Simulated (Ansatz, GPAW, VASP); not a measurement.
**Pt: programs and potentials compared**

```
CELL_PARAMETERS angstrom
0.00000 1.96090 1.96090
1.96090 0.00000 1.96090
1.96090 1.96090 0.00000
ATOMIC_POSITIONS crystal
Pt 0.00000 0.00000 0.00000
```

Alike in all runs: task single point; functional PBE; k mesh 12 × 12 × 12; occupations gaussian, width 0.013 eV; no spin polarisation; no spin-orbit coupling. Pressure is positive in compression and, in plane waves, holds the error of the finite cutoff.

| program and potentials | plane-wave cutoff (eV) | notes | band gap (eV) | pressure (GPa) |
| --- | --- | --- | --- | --- |
| Ansatz, all-electron LAPW, scalar-relativistic | - | - | no gap | 10.16 |
| GPAW, GPAW PAW data sets (gpaw-data 1.2.1) | 600 | 16 valence electrons an atom on average | no gap | 9.71 |
| VASP, PBE PAW files Pt, 520 eV | 520 | 10 valence electrons an atom on average | no gap | 9.68 |

None finds a gap. The pressure spans 9.68 (VASP, PBE PAW files Pt, 520 eV) to 10.16 GPa (Ansatz, all-electron LAPW, scalar-relativistic), with all-electron results at 10.16.

Differences between rows come from potentials, basis sets and numerical settings, since the functional is the same but for its coding. Runs on potential files found faulty are left out.
